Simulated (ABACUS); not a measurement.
An input for ABACUS 3.10.1 (Ir):

INPUT

```
INPUT_PARAMETERS
suffix              Ir
calculation         scf
basis_type          lcao
pseudo_dir          ./
orbital_dir         ./
symmetry            1
dft_functional      pbe
ecutwfc             100
pseudo_rcut         7
nspin               2
nbands              21
ks_solver           genelpa
smearing_method     fd
smearing_sigma      0.00367493
scf_thr             1e-07
scf_nmax            60
mixing_type         broyden
mixing_beta         0.7
cal_force           1
cal_stress          1
out_mul             1
lspinorb            1
```

Contents of STRU:

```
ATOMIC_SPECIES
Ir 192.2170 Ir.upf

NUMERICAL_ORBITAL
Ir_confined-atom_7au_3s2p2d1f.orb

LATTICE_CONSTANT
1.8897261246

LATTICE_VECTORS
2.7513778946 0.0000000000 0.0000000000
-1.3756889473 2.3827631521 0.0000000000
0.0000000000 0.0000000000 4.4622900000

ATOMIC_POSITIONS
Direct

Ir
0.0
2
0.3333333333 0.6666666667 0.2500000000 1 1 1
0.6666666667 0.3333333333 0.7500000000 1 1 1
```

Contents of KPT:

```
K_POINTS
0
Gamma
7 7 4 0 0 0
```

Potentials or basis: PseudoDojo NC FR 0.4 PBE standard, DZP LCAO (the cutoffs set its grid).

Launch:

```console
$ OMP_NUM_THREADS=4 abacus > log
```

Question: How does this run end?

Answer: The run stopped without a result. It printed:

running log:

```text
ABACUS v3.10.1

               Atomic-orbital Based Ab-initio Computation at UStc

 ------------------------------------------------------------------------------------

 READING GENERAL INFORMATION
                           global_out_dir = OUT.Ir/
                           global_in_card = INPUT
                               pseudo_dir = ./
[... 66 lines left out ...]
            AUTOSET number of electrons:  = 34
                           occupied bands = 34
 !!!!!!!!!!!!!!!!!!!!!!!!!!!!!!!!!!!!!!!!!!!!!!!!!!!!!!!!!
                         NOTICE
 !!!!!!!!!!!!!!!!!!!!!!!!!!!!!!!!!!!!!!!!!!!!!!!!!!!!!!!!!

 Too few bands!
 CHECK IN FILE : OUT.Ir/warning.log

 !!!!!!!!!!!!!!!!!!!!!!!!!!!!!!!!!!!!!!!!!!!!!!!!!!!!!!!!!
                         NOTICE
 !!!!!!!!!!!!!!!!!!!!!!!!!!!!!!!!!!!!!!!!!!!!!!!!!!!!!!!!!
 Check in file : OUT.Ir/warning.log
```

On the terminal:

```text
ABACUS v3.10.1

               Atomic-orbital Based Ab-initio Computation at UStc

 !!!!!!!!!!!!!!!!!!!!!!!!!!!!!!!!!!!!!!!!!!!!!!!!!!!!!!!!!
                         NOTICE
 !!!!!!!!!!!!!!!!!!!!!!!!!!!!!!!!!!!!!!!!!!!!!!!!!!!!!!!!!

 Too few bands!
 CHECK IN FILE : OUT.Ir/warning.log

 !!!!!!!!!!!!!!!!!!!!!!!!!!!!!!!!!!!!!!!!!!!!!!!!!!!!!!!!!
                         NOTICE
 !!!!!!!!!!!!!!!!!!!!!!!!!!!!!!!!!!!!!!!!!!!!!!!!!!!!!!!!!
```
